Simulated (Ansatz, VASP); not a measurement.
## CdS: VASP beside Ansatz

```
CELL_PARAMETERS angstrom
0.00000 2.72799 2.72799
2.72799 0.00000 2.72799
2.72799 2.72799 0.00000
ATOMIC_POSITIONS crystal
Cd 0.00000 0.00000 0.00000
S 0.50000 0.50000 0.50000
```

Alike in both runs: functional r2SCAN; k mesh 5 × 5 × 5; no spin polarisation.

Ansatz relaxed the structure, and its values are those at the end. VASP's run is a single point on that final structure, the one shown.

|  | VASP | Ansatz |
| --- | --- | --- |
| version | VASP 6.6.1 | Ansatz 0.2.0 |
| potentials or method | VASP PAW PBE potentials, release 64 (Cd, S) | plane waves, PAW |
| plane-wave cutoff (eV) | 520 | 626 |
| occupations | gaussian, width 0.01 eV | fixed |
| valence electrons in the cell | 18 | 26 |

|  | VASP | Ansatz | Ansatz less VASP |
| --- | --- | --- | --- |
| pressure (GPa) | 0.5 | 0.0 | -0.48 |

The two sets of potentials don't hold the same shells in valence.

Caveats: the PAW data sets were made with another functional, which shifts forces and pressure a little (VASP); an odd mesh through Γ misses points on the zone boundary, where band edges often lie. r2SCAN opens gaps a little over a GGA but as a rule still falls short of measured ones.
